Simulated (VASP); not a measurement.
A run of VASP 6.6.1:

The input INCAR:

```
SYSTEM = Sb
PREC = Accurate ; ENCUT = 520
EDIFF = 1E-7 ; ISMEAR = -1
SIGMA = 0.05 ; LREAL = .FALSE.
LASPH = .TRUE. ; NELM = 80
ALGO = Normal ; ISIF = 2
LWAVE = .FALSE. ; LCHARG = .FALSE.
GGA = PS ; NBANDS = 8
```

File KPOINTS:

```
Automatic mesh
0
G
  10 10 10
  0 0 0
```

File POSCAR:

```
Sb
1.0
   -1.8713408863      1.8713408863      1.8713408863
    1.8713408863     -1.8713408863      1.8713408863
    1.8713408863      1.8713408863     -1.8713408863
Sb
1
Direct
    0.0000000000      0.0000000000      0.0000000000
```

Potentials or basis: VASP PAW PBE potentials, release 64 (Sb).

The run is started by

```console
$ cat potpaw_PBE.64/Sb/POTCAR > POTCAR
$ mpirun -np 1 vasp_std > vasp.out
```

Hardware: 1 thread of Intel(R) Xeon(R) Platinum 8259CL CPU @ 2.50GHz (Skylake/Cascade Lake), with other jobs on the host.

Q: How long does it take, and how much memory?

A: Run time: 4 s on 1 thread of Intel(R) Xeon(R) Platinum 8259CL CPU @ 2.50GHz (Skylake/Cascade Lake), on a shared host, peak memory 0.14 GiB. Counts: scf iterations 9, k points 47.
